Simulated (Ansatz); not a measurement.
Runs of Ansatz 0.2.0 on Sb. The structure is monoclinic, space group P2_1/m (No. 11). Conventional cell: a = 3.122 Å, b = 4.348 Å, c = 4.406 Å, α = 90.00°, β = 90.51°, γ = 90.00°. Sb (site symmetry m) is surrounded by 6 Sb at 3.04 to 3.15 Å. This isn't the form of Sb at room conditions, which is rhombohedral.

```tsv
level	cutoff (eV)	gap on the mesh (eV)	pressure (GPa)	largest force (eV/Å)
LDA	420	none	(a)	(b)
PBEsol	420	none	-2.1	0.22
r2SCAN0	500	none	-2.0	0.17
r2SCAN	500	none	-0.5	0.17
PBE0	420	none	-1.6	0.19
```

Alike in all rows: task projected density of states; potentials or basis Ansatz PAW; no spin polarisation; cell as given; k mesh 5 × 4 × 4; smearing fermi-dirac 0.05 eV; the mesh is coarse, so values aren't converged.

Task: Estimate the missing entries.

Result: (a) -3.2; (b) 0.20.

Caveats: all runs use coarse meshes; the PAW data sets come from PBE, with cores solved anew for the run's functional, which leaves a small shift of forces and pressure; the density of states is complete only up to the lowest level of the last band computed; the thresholds are loose for stress (some runs).

A k mesh can miss the band edges, and the runs leave out spin-orbit coupling on Sb.

A gap of «none» marks a metal or a gap under the smearing width.

Runs at the PBE level aren't shown here.
